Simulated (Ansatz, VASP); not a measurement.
## I: VASP beside Ansatz

```
I
1.0
     0.00000    2.36560    3.90984
     2.19225    0.00000    3.90984
     2.19225    2.36560    0.00000
I
1
Cartesian
  0.0000 0.0000 0.0000
```

Alike in both runs: task single point; functional PBE; k mesh 6 × 6 × 6; no spin polarisation.

|  | VASP | Ansatz |
| --- | --- | --- |
| version | VASP 6.6.1 | Ansatz 0.2.0 |
| potentials or method | VASP PAW PBE potentials, release 64 (I) | scalar-relativistic, plane waves, PAW |
| plane-wave cutoff (eV) | 520 | 420 |
| occupations | fermi-dirac, width 0.1 eV | fermi-dirac |
| valence electrons in the cell | 7 | 17 |

|  | VASP | Ansatz | Ansatz less VASP |
| --- | --- | --- | --- |
| gap on the k mesh at the Fermi level (eV) | none | none | - |
| pressure (GPa) | 0.7 | 0.7 | +0.04 |
| largest component of the traceless stress (GPa) | 0.18 | 0.14 | -0.041 |

A gap of «none» marks a metal or a gap that the smearing closes. The two sets of potentials don't hold the same shells in valence.

Caveats: an odd number of electrons without spin polarisation forces a metal; a magnetic or distorted state may lie lower. The runs have no spin-orbit coupling, so splittings on I are missing.
